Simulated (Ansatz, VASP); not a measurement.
MgO (Periclase): VASP beside Ansatz

File POSCAR:

```
MgO
1.0
    0.0000000000      2.0738012913      2.0738012913
    2.0738012913      0.0000000000      2.0738012913
    2.0738012913      2.0738012913      0.0000000000
Mg O
1 1
Direct
    0.0000000000      0.0000000000      0.0000000000
    0.5000000000      0.5000000000      0.5000000000
```

File INCAR.step1:

```
SYSTEM = MgO
  PREC = Accurate
  ENCUT = 520
  ISMEAR = 0
  SIGMA = 0.05
  LREAL = .False.
  LASPH = .True.
  NELM = 100
  NBANDS = 11
  GGA = PE
  ALGO = Normal
  EDIFF = 1E-4
  LWAVE = .True.
  LCHARG = .False.
```

File INCAR.step2:

```
SYSTEM = MgO
  PREC = Accurate
  ENCUT = 520
  EDIFF = 1E-7
  ISMEAR = 0
  SIGMA = 0.05
  LREAL = .False.
  LASPH = .True.
  NELM = 100
  ALGO = Normal
  ISIF = 2
  LWAVE = .False.
  LCHARG = .False.
  METAGGA = R2SCAN
  LMIXTAU = .True.
  NBANDS = 11
  ISTART = 1
```

File KPOINTS:

```
regular mesh
0
Gamma
  8 8 8
  0 0 0
```

Input for Ansatz:

```yaml
crystal:
  lattice:
    - [0.0, 2.0738012913, 2.0738012913]
    - [2.0738012913, 0.0, 2.0738012913]
    - [2.0738012913, 2.0738012913, 0.0]
  atoms:
    - { symbol: Mg, position: [0.0, 0.0, 0.0] }
    - { symbol: O, position: [0.5, 0.5, 0.5] }
basis:
  ecutwfc: 500
  ecutrho_ratio: 4
kpoints:
  mp_grid: { grid: [8, 8, 8] }
hamiltonian:
  xc: r2scan
scf:
  occupations: { method: gaussian, width: 0.05 }
output:
  forces: true
  stress: true
  eigenvalues: true
```

Alike in both runs: task single point; functional r2SCAN; k mesh 8 × 8 × 8; occupations gaussian, width 0.05 eV; no spin polarisation.

|  | VASP | Ansatz |
| --- | --- | --- |
| version | VASP 6.6.1 | Ansatz 0.2.0 |
| potentials or method | VASP PAW PBE potentials, release 64 (Mg, O) | scalar-relativistic, plane waves, PAW |
| plane-wave cutoff (eV) | 520 | 500 |
| valence electrons in the cell | 8 | 16 |

Ansatz gave:

- gap on the k mesh at the Fermi level (eV): 6.11
- least direct gap on the mesh (eV): 6.11
- pressure (GPa): 7.4

Question: Estimate VASP's values.

Answer: gap on the k mesh at the Fermi level (eV): 6.09; least direct gap on the mesh (eV): 6.09; pressure (GPa): 6.2.

The two sets of potentials don't hold the same shells in valence.

Caveats: the PAW data sets were made with another functional, which shifts forces and pressure a little (VASP). r2SCAN opens gaps a little over a GGA but as a rule still falls short of measured ones.
